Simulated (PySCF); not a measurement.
## Indirect couplings

Bonds (- single, = double, # triple, : aromatic): O1=C2 1.205 Å, C2-C3 1.479 Å, C3:C4 1.398 Å, C4:C5 1.393 Å, C5:C6 1.395 Å, C6:C7 1.398 Å, C7:C8 1.389 Å, C8:C3 1.401 Å. C2 carries H9; C4 carries H10; C5 carries H11; C6 carries H12; C7 carries H13; C8 carries H14.

Indirect spin–spin couplings were computed at B3LYP/pcJ-1 (without the spin–dipole term) (PySCF 2.14) on a PBE0-D3(BJ)/def2-SVP structure, for the isolated molecule, without vibrational or relativistic corrections. Couplings are averaged over pairs made equivalent by symmetry, fast rotation or ring inversion, so a value needn't be that of the named pair in this geometry, while other rotamers aren't included; one pair stands for each set, and the list holds a selection of those of at least 0.8 Hz over up to four bonds, among pairs with at least one C or H atom (others weren't computed).

Isotopes: 13C, 1H, 17O. Couplings to quadrupolar nuclei such as 17O and 33S are rarely resolved in practice.

```
    pair  bonds  J (Hz)
  O1, C2      1       ?
  C2, C3      1       ?
  C2, H9      1   176.4
  C3, C4      1    63.2
  C4, C5      1       ?
 C4, H10      1   169.3
  C5, C6      1    61.5
 C5, H11      1   169.0
 C6, H12      1   167.4
  C2, C4      2     4.4
  C3, H9      2    26.9
  C4, C6      2       ?
 C4, H11      2     1.9
 C5, H10      2       ?
 C5, H12      2       ?
 C6, H11      2       ?
  O1, C4      3    -1.7
 C3, H11      3     7.3
 C4, H12      3     8.2
 C4, H14      3       ?
 C5, H13      3     8.0
H11, H12      3     8.2
 C4, H13      4    -1.5
 C5, H14      4    -1.2
H10, H12      4     1.0
H11, H13      4     0.9
```

Question: Estimate the withheld couplings, with signs.

Answer: 
- 1J(O1,C2) = 32.8 Hz (bond length 1.205 Å)
- 1J(C2,C3) = 57.5 Hz (bond length 1.479 Å)
- 1J(C4,C5) = 62.6 Hz (bond length 1.393 Å)
- 2J(C4,C6) = -1.1 Hz (angle at C5 120°)
- 2J(C5,H10) = 1.6 Hz (angle at C4 120°)
- 2J(C5,H12) = 1.7 Hz (angle at C6 120°)
- 2J(C6,H11) = 2.0 Hz (angle at C5 120°)
- 3J(C4,H14) = 6.6 Hz (dihedral angle 180°)
